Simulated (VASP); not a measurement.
# KCl (Sylvite) (Fm-3m) in VASP: a series of runs

Aim: see how the results for KCl (Sylvite) move with the level of theory and the settings. Levels: r2SCAN, PBE, HSE06. Tasks: single point.

All numbers are computed with VASP 6.6.1; they aren't measurements. Logs are shortened: lines on timing, memory, paths and dates and some standing lists are left out, and cuts for length are marked.

**What was measured.**

From a printed reference work, monograph, for a bulk crystal of KCl: band gap 8.68 eV.

The runs below are set against these values where they give the same quantity.

### 1 The cell of the first run

It takes space group Fm-3m (No. 225, cubic). Conventional cell: a = 6.290 Å, b = 6.290 Å, c = 6.290 Å, α = 90.00°, β = 90.00°, γ = 90.00°. Within 4.1 Å of K (site symmetry m-3m) lie 6 Cl at 3.14 Å. Within 4.1 Å of Cl (site symmetry m-3m) lie 6 K at 3.14 Å.

### 2 Single point, r2SCAN

File POSCAR:

```
KCl
1.0
    0.0000000000      3.1448471213      3.1448471213
    3.1448471213      0.0000000000      3.1448471213
    3.1448471213      3.1448471213      0.0000000000
K Cl
1 1
Direct
    0.0000000000      0.0000000000      0.0000000000
    0.5000000000      0.5000000000      0.5000000000
```

File INCAR.step1:

```
SYSTEM = KCl
PREC     = Accurate       ! precision mode
ENCUT    = 520            ! plane-wave cutoff, eV
ISMEAR   = 0              ! smearing method
SIGMA    = 0.01           ! smearing width, eV
LREAL    = .FALSE.        ! projectors in reciprocal space
LASPH    = .TRUE.         ! aspherical terms in the spheres
NELM     = 100            ! most SCF steps
NBANDS   = 15             ! bands
GGA      = PE             ! functional
ALGO     = Normal         ! electronic algorithm
EDIFF    = 1E-4           ! SCF threshold, eV
LWAVE    = .TRUE.         ! write WAVECAR
LCHARG   = .FALSE.        ! write CHGCAR
```

File INCAR.step2:

```
SYSTEM = KCl
PREC     = Accurate       ! precision mode
ENCUT    = 520            ! plane-wave cutoff, eV
EDIFF    = 1E-6           ! SCF threshold, eV
ISMEAR   = 0              ! smearing method
SIGMA    = 0.01           ! smearing width, eV
LREAL    = .FALSE.        ! projectors in reciprocal space
LASPH    = .TRUE.         ! aspherical terms in the spheres
NELM     = 100            ! most SCF steps
ALGO     = Normal         ! electronic algorithm
ISIF     = 2              ! what is computed and relaxed
LWAVE    = .FALSE.        ! write WAVECAR
LCHARG   = .FALSE.        ! write CHGCAR
METAGGA  = R2SCAN         ! meta-GGA
LMIXTAU  = .TRUE.       
NBANDS   = 15             ! bands
ISTART   = 1
```

File KPOINTS:

```
regular mesh
0
G
  4 4 4
  0 0 0
```

Potentials or basis: VASP PAW PBE potentials, release 64 (K_sv, Cl).

Launch:

```console
$ cat potpaw_PBE.64/K_sv/POTCAR potpaw_PBE.64/Cl/POTCAR > POTCAR
$ cp INCAR.step1 INCAR
$ mpirun -np 1 vasp_std > vasp.out
$ cp INCAR.step2 INCAR
$ mpirun -np 1 vasp_std > vasp.out
```

OUTCAR:

```text
SYSTEM = KCl
   PREC = Accurate
   ENCUT = 520
   EDIFF = 1E-6
   ISMEAR = 0
   LREAL = .FALSE.
   LASPH = .TRUE.
   NELM = 100
   ISIF = 2
   METAGGA = R2SCAN
   ISTART = 1

 ion  position               nearest neighbor table
   1  0.000  0.000  0.000-   2 3.14   2 3.14   2 3.14   2 3.14   2 3.14   2 3.14
   2  0.500  0.500  0.500-   1 3.14   1 3.14   1 3.14   1 3.14   1 3.14   1 3.14

  LATTYP: Found a face centered cubic cell.
 ALAT       =     6.2896942426

  Lattice vectors:

 A1 = (   0.0000000000,   3.1448471213,   3.1448471213)
 A2 = (   3.1448471213,   0.0000000000,   3.1448471213)
 A3 = (   3.1448471213,   3.1448471213,   0.0000000000)

Analysis of symmetry for initial positions (statically):
=====================================================================
 Subroutine PRICEL returns:
 Original cell was already a primitive cell.

 Routine SETGRP: Setting up the symmetry group for a
 face centered cubic supercell.

 Subroutine GETGRP returns: Found 48 space group operations
 (whereof 48 operations were pure point group operations)
 out of a pool of 48 trial point group operations.

The static configuration has the point symmetry O_h .

Analysis of symmetry for dynamics (positions and initial velocities):
=====================================================================
 Subroutine PRICEL returns:
 Original cell was already a primitive cell.

 Routine SETGRP: Setting up the symmetry group for a
 face centered cubic supercell.

 Subroutine GETGRP returns: Found 48 space group operations
 (whereof 48 operations were pure point group operations)
 out of a pool of 48 trial point group operations.

The dynamic configuration has the point symmetry O_h .

 Subroutine INISYM returns: Found 48 space group operations
 (whereof 48 operations are pure point group operations),
 and found     1 'primitive' translations

----------------------------------------------------------------------------------------

                                     Primitive cell

  volume of cell :      62.2055

  direct lattice vectors                    reciprocal lattice vectors
     0.000000000  3.144847121  3.144847121    -0.158990240  0.158990240  0.158990240
     3.144847121  0.000000000  3.144847121     0.158990240 -0.158990240  0.158990240
     3.144847121  3.144847121  0.000000000     0.158990240  0.158990240 -0.158990240

  length of vectors
     4.447485451  4.447485451  4.447485451     0.275379174  0.275379174  0.275379174

  position of ions in fractional coordinates (direct lattice)
     0.000000000  0.000000000  0.000000000
     0.500000000  0.500000000  0.500000000

  ion indices of the primitive-cell ions
   primitive index   ion index
                 1           1
                 2           2

----------------------------------------------------------------------------------------

 KPOINTS: regular mesh

Automatic generation of k-mesh.
 Grid dimensions read from file:
 generate k-points for:    4    4    4

 Generating k-lattice:

  Cartesian coordinates                     Fractional coordinates (reciprocal lattice)
    -0.039747560  0.039747560  0.039747560     0.250000000  0.000000000  0.000000000
     0.039747560 -0.039747560  0.039747560     0.000000000  0.250000000  0.000000000
     0.039747560  0.039747560 -0.039747560     0.000000000  0.000000000  0.250000000

  Length of vectors
     0.068844794  0.068844794  0.068844794

  Shift w.r.t. Gamma in fractional coordinates (k-lattice)
     0.000000000  0.000000000  0.000000000

 Subroutine IBZKPT returns following result:
 ===========================================

 Found      8 irreducible k-points:

 Following reciprocal coordinates:
            Coordinates               Weight
  0.000000  0.000000  0.000000      1.000000
  0.250000  0.000000  0.000000      8.000000
  0.500000  0.000000  0.000000      4.000000
  0.250000  0.250000  0.000000      6.000000
  0.500000  0.250000  0.000000     24.000000
 -0.250000  0.250000  0.000000     12.000000
  0.500000  0.500000  0.000000      3.000000
 -0.250000  0.500000  0.250000      6.000000
   k-points           NKPTS =      8   k-points in BZ     NKDIM =      8   number of bands    NBANDS=     15
   number of dos      NEDOS =    301   number of ions     NIONS =      2
   total plane-waves  NPLWV =  46656
   dimension x,y,z NGX =    36 NGY =   36 NGZ =   36
   dimension x,y,z NGXF=    72 NGYF=   72 NGZF=   72
   ions per type =               1   1
   NGX,Y,Z   is equivalent  to a cutoff of  13.46, 13.46, 13.46 a.u.
   NGXF,Y,Z  is equivalent  to a cutoff of  26.91, 26.91, 26.91 a.u.
 SYSTEM =  KCl
   PREC   = accura    normal or accurate (medium, high low for compatibility)
   ISTART =      1    job   : 0-new  1-cont  2-samecut
   ICHARG =      0    charge: 1-file 2-atom 10-const
   ISPIN  =      1    spin polarized calculation?
   LNONCOLLINEAR =      F non collinear calculations
   LSORBIT =      F    spin-orbit coupling
   LASPH  =      T    aspherical Exc in radial PAW
   ENCUT  =  520.0 eV  38.22 Ry    6.18 a.u.   8.27  8.27  8.27*2*pi/ulx,y,z
   NELM   =    100;   NELMIN=  2; NELMDL=  0     # of ELM steps
   EDIFF  = 0.1E-05   stopping-criterion for ELM
   LREAL  =      F    real-space projection
   EDIFFG = 0.1E-04   stopping-criterion for IOM
   NSW    =      0    number of steps for IOM
   IBRION =     -1    ionic relax: 0-MD 1-quasi-New 2-CG
   NFREE  =      0    steps in history (QN), initial steepest desc. (CG)
   ISIF   =      2    stress and relaxation
   ISYM   =      2    0-nonsym 1-usesym 2-fastsym
   POTIM  = 0.5000    time-step for ionic-motion
   TEBEG  =    0.0;   TEEND  =   0.0 temperature during run
   PSTRESS=    0.0 pullay stress
   NELECT =      16.0000    total number of electrons
   NUPDOWN=      -1.0000    fix difference up-down
   EMIN   =  10.00;   EMAX   =-10.00  energy-range for DOS
   EFERMI =   0.00;   METHOD = LEGACY
   ISMEAR =     0;   SIGMA  =   0.01  broadening in eV -4-tet -1-fermi 0-gaus
   EFERMI_NEDOS =   21; number of points for ismear=-14 and -15
   IALGO  =     38    algorithm
   IMIX   =      4    mixing-type and parameters
     AMIX     =   0.40;   BMIX     =  1.00
     AMIX_MAG =   1.60;   BMIX_MAG =  1.00
  volume/ion in A,a.u.               =      31.10       209.89
  Fermi-wavevector in a.u.,A,eV,Ry     =   1.041131  1.967452 14.748080  1.083953
  Thomas-Fermi vector in A             =   2.175738
   LORBIT       =      0    0 simple, 1 ext, 2 COOP (PROOUT), +10 PAW based schemes
   METAGGA = R2SCAN    functional components
   LHFCALC =     F    Hartree Fock is set to
   AEXX    =    0.0000 exact exchange contribution
   IVDW    =     0    specifies the selected vdW correction
   LEPSILON=     F    determine dielectric tensor
   LRPA    =     F    only Hartree local field effects (RPA)
 non-spin polarized calculation
 Gauss-broadening in eV      SIGMA  =   0.01
  energy-cutoff  :      520.00
  volume of cell :       62.21
 maximum number of plane-waves:      1700
 NGX is ok and might be reduce to    36
   NGX = 17   NGY = 17   NGZ = 17

 number of electron      16.0000001 magnetization

 Free energy of the ion-electron system (eV)
  ---------------------------------------------------
  ext. energy  EPLUGINS =         0.00000000
  ---------------------------------------------------
  free energy    TOTEN  =       -16.50636047 eV

  energy without entropy =      -16.50636047  energy(sigma->0) =      -16.50636047

 E-fermi :  -2.1879     XC(G=0):  -7.9602

 val. band max:       -2.2577802355   @ k =   0.0000   0.0000   0.0000
 cond. band min:       3.5772304260   @ k =   0.0000   0.0000   0.0000
 fundamental gap:      5.8350106615
 Fermi energy:        -2.1878740446

 k-point     1 :       0.0000    0.0000    0.0000
  band No.  band energies     occupation
      1     -30.5230      2.00000
      2     -14.9296      2.00000
      3     -13.2144      2.00000
      4     -13.2144      2.00000
      5     -13.2144      2.00000
      6      -2.2578      2.00000
      7      -2.2578      2.00000
      8      -2.2578      2.00000
      9       3.5772      0.00000
     10       6.7766      0.00000
     11       6.7766      0.00000
     12       6.7766      0.00000
     13       7.8205      0.00000
     14       7.8205      0.00000
     15      11.1188      0.00000

 k-point     2 :       0.2500    0.0000    0.0000
  band No.  band energies     occupation
      1     -30.5178      2.00000
      2     -15.0150      2.00000
      3     -13.2185      2.00000
      4     -13.2185      2.00000
      5     -13.0992      2.00000
      6      -2.8358      2.00000
      7      -2.4242      2.00000
      8      -2.4242      2.00000
      9       4.8316      0.00000
     10       6.4975      0.00000
     11       7.5633      0.00000
     12       7.5633      0.00000
     13       8.6481      0.00000
     14       8.6481      0.00000
     15      12.2040      0.00000

 k-point     3 :       0.5000    0.0000    0.0000
  band No.  band energies     occupation
      1     -30.5126      2.00000
      2     -15.0915      2.00000
      3     -13.2226      2.00000
      4     -13.2226      2.00000
      5     -12.9919      2.00000
      6      -3.3059      2.00000
      7      -2.5800      2.00000
      8      -2.5800      2.00000
      9       5.8792      0.00000
     10       6.9915      0.00000
     11       9.0694      0.00000
     12       9.0694      0.00000
     13       9.9271      0.00000
     14       9.9271      0.00000
     15      10.7274      0.00000
[... 55 lines left out ...]
 k-point     7 :       0.5000    0.5000    0.0000
  band No.  band energies     occupation
      1     -30.5096      2.00000
      2     -14.8274      2.00000
      3     -13.3540      2.00000
      4     -13.2692      2.00000
      5     -13.2692      2.00000
      6      -2.9272      2.00000
      7      -2.4845      2.00000
      8      -2.4845      2.00000
      9       4.7732      0.00000
     10       6.9645      0.00000
     11       8.4449      0.00000
     12       8.8567      0.00000
     13       9.3093      0.00000
     14      10.2541      0.00000
     15      10.2541      0.00000

 k-point     8 :      -0.2500    0.5000    0.2500
  band No.  band energies     occupation
      1     -30.5095      2.00000
      2     -14.9136      2.00000
      3     -13.3114      2.00000
      4     -13.3114      2.00000
      5     -13.1331      2.00000
      6      -2.7394      2.00000
      7      -2.7378      2.00000
      8      -2.7378      2.00000
      9       6.3352      0.00000
     10       6.3352      0.00000
     11       8.1366      0.00000
     12       8.4866      0.00000
     13      10.2840      0.00000
     14      10.4396      0.00000
     15      10.7293      0.00000

------------------------ aborting loop because EDIFF is reached ----------------------------------------

  FORCE on cell =-STRESS in cart. coord.  units (eV):
  Direction    XX          YY          ZZ          XY          YZ          ZX
  --------------------------------------------------------------------------------------
  -------------------------------------------------------------------------------------
  Total        0.0021819      0.0021819      0.0021819     -0.0000000     -0.0000000      0.0000000
  in kB        0.0561963      0.0561963      0.0561963     -0.0000000     -0.0000000      0.0000000
  external PRESSURE =       0.0561963 kB  Pullay stress =       0.0000000 kB

 VOLUME and BASIS-vectors are now :
 -----------------------------------------------------------------------------
  energy-cutoff  :      520.00
  volume of cell :       62.21
      direct lattice vectors                 reciprocal lattice vectors
     0.000000000  3.144847121  3.144847121    -0.158990240  0.158990240  0.158990240
     3.144847121  0.000000000  3.144847121     0.158990240 -0.158990240  0.158990240
     3.144847121  3.144847121  0.000000000     0.158990240  0.158990240 -0.158990240

 POSITION                                       TOTAL-FORCE (eV/Angst)
 -----------------------------------------------------------------------------------
      0.00000      0.00000      0.00000         0.000000     -0.000000     -0.000000
      3.14485      3.14485      3.14485        -0.000000      0.000000      0.000000
 -----------------------------------------------------------------------------------
    total drift:                                0.000000      0.000000      0.000000

  FREE ENERGIE OF THE ION-ELECTRON SYSTEM (eV)
  ---------------------------------------------------
  free  energy   TOTEN  =       -16.5063604673 eV

  energy  without entropy=      -16.5063604673  energy(sigma->0) =      -16.50636047
```

It took 1.7 min on 1 thread of AMD EPYC 7R13, shared host; peak memory 0.19 GiB.

Results:

- Free energy: -16.5064 eV
- Pressure: 0.0 GPa
- Band gap on the k mesh: 5.83 eV, direct

Caveat: the k points lie up to 0.43 Å⁻¹ apart; the PAW data sets were made with another functional, which shifts forces and pressure a little. r2SCAN opens gaps a little over a GGA but as a rule still falls short of measured ones.

(Continued in part 2 of 2.)
